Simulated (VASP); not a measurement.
Here is a VASP 6.6.1 calculation.

Contents of INCAR:

```
SYSTEM = Al2O3
PREC = Accurate
ENCUT = 520
EDIFF = 1E-6
ISMEAR = 0
SIGMA = 0.02
LREAL = .FALSE.
LASPH = .TRUE.
NELM = 100
ALGO = Fast
ISIF = 2
LWAVE = .FALSE.
LCHARG = .FALSE.
GGA = PS
NBANDS = 35
```

The input KPOINTS:

```
regular mesh
0
G
  6 6 6
  0 0 0
```

The input POSCAR:

```
Al2O3
1.0
    2.3868967403      1.3780754755      4.3382033482
   -2.3868967403      1.3780754755      4.3382033482
    0.0000000000     -2.7561509511      4.3382033482
Al O
4 6
Direct
    0.3520791479      0.3520791479      0.3520791479
    0.1479208521      0.1479208521      0.1479208521
    0.6479208521      0.6479208521      0.6479208521
    0.8520791479      0.8520791479      0.8520791479
    0.5558606231      0.9441393769      0.2500000000
    0.2500000000      0.5558606231      0.9441393769
    0.9441393769      0.2500000000      0.5558606231
    0.4441393769      0.0558606231      0.7500000000
    0.7500000000      0.4441393769      0.0558606231
    0.0558606231      0.7500000000      0.4441393769
```

Potentials or basis: VASP PAW PBE potentials, release 64 (Al, O).

Command:

```console
$ cat potpaw_PBE.64/Al/POTCAR potpaw_PBE.64/O/POTCAR > POTCAR
$ mpirun -np 1 vasp_std > vasp.out
```

(1) What does it give for the band gap on the k mesh?

(2) Estimate the largest force.

(3) Predict the pressure.

Results:

(1) 6.04 eV, direct.

(2) 0.005 eV/Å.

(3) 0.0 GPa.

Caveat: the PAW data sets were made with another functional, which shifts forces and pressure a little.

**Experimental background.**

“Multi-petahertz electron interference in Cr:Al2O3 solid-state material”, 2018, pmc:5906618 quotes, for a bulk crystal of Al2O3: band gap 8.7 eV (optical).

Against the measured gap of Al2O3, 8.7 eV (optical; quoted in “Multi-petahertz electron interference in Cr:Al2O3 solid-state material”, 2018, pmc:5906618), the calculated 6.04 eV is off by -2.66 eV. The value is that of PBEsol on a finite k mesh, which can miss the band edges, without temperature or zero-point motion. Semilocal functionals fall short of measured gaps as a rule.
